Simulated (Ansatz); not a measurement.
BAs, NiAs type, 4 atoms and 36 valence electrons in a cell of about 50 Å³, was run 5 times in the PAW code Ansatz, each time on 2 threads of Arm Neoverse V1, on a shared host.

```csv
run,k mesh,irreducible k,cutoff (eV),plane waves,bands,SCF iterations,wall time,peak host memory (GiB)
"relaxation, PBE",12×12×6,76,420,1003,22,52,21 s,0.38
"relaxation, r2SCAN",12×12×4,57,500,1285,22,24,16 s,0.47
"bands, PBE",12×12×6,76,420,991,23,6,3.7 s,0.35
"single point, r2SCAN",12×12×6,76,500,1285,23,6,6.8 s,0.47
"single point, HSE06",6×6×4,21,420,991,23,15,24 s,1.2
```

The slowest run (single point, HSE06) took about 6 times as long as the quickest (bands, PBE).
